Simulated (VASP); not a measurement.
Runs of VASP 6.6.1 on Te2Mo. The structure is hexagonal, space group P6_3/mmc (No. 194). The conventional cell has a = 3.518 Å, b = 3.518 Å, c = 13.974 Å, α = 90.00°, β = 90.00°, γ = 120.00°. Around Te (site symmetry 3m) lie 3 Mo at 2.72 Å. Mo (site symmetry -6m2) has 6 Te at 2.72 Å as nearest neighbours. 

```tsv
level	gap on the mesh (eV)	pressure (GPa)	relaxed volume (Å³/atom)
PBEsol	0.78	0.0	(a)
PBE	1.03	0.0	27.72
r2SCAN	1.06	0.0	(c)
PBE+D3(BJ)	(b)	0.0	24.15
rev-vdW-DF2	0.77	0.1	25.31
```

Alike in all rows: task relaxation of cell and atoms; potentials or basis VASP PAW PBE potentials, release 64 (Te, Mo_sv); no spin polarisation; cell relaxed; k mesh 9 × 9 × 2; cutoff (eV) 600; smearing gaussian 0.03 eV.

Question: Fill in the values left out.

Answer: (a) 24.66; (b) 0.67; (c) 27.02.

Caveats: spin-orbit coupling is left out, which moves the levels of the heavy elements; an odd mesh through Γ misses points on the zone boundary, where band edges often lie; the PAW data sets were made with another functional, which shifts forces and pressure a little (some runs); this functional lacks dispersion, which binds the layers, so the pressure and a relaxed spacing across them are unreliable (some runs); the volume moved by +11 % from the deposited cell, more than functionals usually miss (some runs).

A k mesh can miss the band edges, and the runs leave out spin-orbit coupling on Mo, Te.

Not every run made on this cell is shown here.
